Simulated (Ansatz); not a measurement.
**Ge: how well frozen cores do**

Does the method matter for Ge? The same cell, functional and mesh are run with all-electron LAPW, frozen-core PAW and datasets made for this crystal.

This is Ge in the simple cubic structure; at room conditions it is diamond.

Computed with Ansatz 0.2.0 (DFT PBE, scalar-relativistic, unless a step's input says otherwise).

1 further run of the same task is left out (set aside as unsound or not needed).

**1. The structure to begin with**

Symmetry: Pm-3m, No. 221, cubic system. The conventional cell has a = 2.712 Å, b = 2.712 Å, c = 2.712 Å, α = 90.00°, β = 90.00°, γ = 90.00°. Ge (site symmetry m-3m) is surrounded by 6 Ge at 2.71 Å.

Structure file:

```cif
data_structure
_symmetry_space_group_name_H-M 'Pm-3m'
_symmetry_Int_Tables_number 221
_cell_length_a 2.7121
_cell_length_b 2.7121
_cell_length_c 2.7121
_cell_angle_alpha 90.000
_cell_angle_beta 90.000
_cell_angle_gamma 90.000
_cell_volume 19.95
loop_
_atom_site_label
_atom_site_type_symbol
_atom_site_symmetry_multiplicity
_atom_site_Wyckoff_symbol
_atom_site_fract_x
_atom_site_fract_y
_atom_site_fract_z
_atom_site_occupancy
Ge1 Ge 1 a 0.00000 0.00000 0.00000 1
```

The file gives the conventional cell by its symmetry; the runs use the cell typed in the input.

The cell was relaxed by PAW from a hypothetical start (sc type); it needn't be the stable phase of this composition.

**2. All-electron LAPW**

Contents of input.yaml:

```yaml
crystal:
  lattice:
    - [2.7120739314, 0.0, 0.0]
    - [0.0, 2.7120739314, 0.0]
    - [0.0, 0.0, 2.7120739314]
  atoms:
    - { symbol: Ge, position: [0.0, 0.0, 0.0] }
kpoints:
  mp_grid: { grid: [13, 13, 13] }
  band_path:
    path:
      - [0.0, 0.0, 0.0]
      - [0.0, 0.5, 0.0]
      - [0.5, 0.5, 0.0]
      - [0.0, 0.0, 0.0]
      - [0.5, 0.5, 0.5]
      - [0.0, 0.5, 0.0]
      - [0.5, 0.5, 0.5]
      - [0.5, 0.5, 0.0]
    npoints: 8
scf:
  occupations: { method: fermi_dirac, width: 0.05 }
hamiltonian:
  xc: pbe
  pseudopotentials: { kind: all_electron, lapw: { basis_error: 0.00025 } }
output:
  forces: true
  stress: true
  eigenvalues: true
  populations: true
  dos: { projected: true, de: 0.2, e_range: [-14, 8] }
```

**3. Frozen-core PAW**

input.yaml: that of step 2 with these lines changed.

```diff
@@ -24,3 +24,3 @@
   xc: pbe
-  pseudopotentials: { kind: all_electron, lapw: { basis_error: 0.00025 } }
+  pseudopotentials: { kind: paw }
 output:
@@ -29,3 +29,5 @@
   eigenvalues: true
+  efg: { contact_densities: true }
   populations: true
+  bader: true
   dos: { projected: true, de: 0.2, e_range: [-14, 8] }
```

**4. Datasets made for this crystal**

input.yaml: that of step 3 with these lines changed.

```diff
@@ -24,3 +24,3 @@
   xc: pbe
-  pseudopotentials: { kind: paw }
+  pseudopotentials: { kind: all_electron, datasets: crystal }
 output:
@@ -30,4 +30 @@
   efg: { contact_densities: true }
-  populations: true
-  bader: true
-  dos: { projected: true, de: 0.2, e_range: [-14, 8] }
```

(Steps that only read results are left out.)

Before running it: what results should come out? Wanted: pressure; gap.

**Answer**, as computed:

```
  quantity                                           value
  pressure  LAPW 0.03, PAW 0.00, crystal datasets 0.03 GPa
gap (LAPW)                                            none
```

In words: The pressure is within half a GPa of zero, so the volume is close to equilibrium at this level. There is no gap at this level; the crystal is a metal here. Ge 4p carries the largest share, 87 %, of the projected states within 0.3 eV of the Fermi level. The projection holds only the free atom's occupied shells (Ge 4s, Ge 4p in this range). PAW lies -0.03 GPa from LAPW in pressure.
